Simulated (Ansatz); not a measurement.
Runs of Ansatz 0.2.0 on Cs. The structure is cubic, space group Im-3m (No. 229). The conventional cell has a = 6.257 Å, b = 6.257 Å, c = 6.257 Å, α = 90.00°, β = 90.00°, γ = 90.00°. 

| level | cutoff (eV) | gap on the mesh (eV) | pressure (GPa) |
| --- | --- | --- | --- |
| BLYP | 420 | none | 0.0 |
| LDA | 420 | none | (a) |
| HSE06 | 420 | none | 0.0 |
| r2SCAN0 | 500 | none | 0.1 |
| RPBE | 420 | none | 0.2 |
| PBE | 420 | none | 0.0 |
| PBE0 | 420 | none | 0.1 |
| r2SCAN | 500 | none | 0.1 |
| revPBE | 420 | none | 0.1 |
| PBEsol | 420 | none | -0.2 |

Alike in all rows: task projected density of states; potentials or basis Ansatz PAW; no spin polarisation; cell as given; k mesh 4 × 4 × 4; smearing fermi-dirac 0.05 eV.

Problem. Estimate the missing entries.

Solution. (a) -0.4.

Caveats: the density of states is complete only up to the lowest level of the last band computed; the PAW data sets come from PBE, with cores solved anew for the run's functional, which leaves a small shift of forces and pressure (some runs); the thresholds are loose for stress (some runs).

A k mesh can miss the band edges, and the runs leave out spin-orbit coupling on Cs.

A gap of «none» marks a metal or a gap under the smearing width.
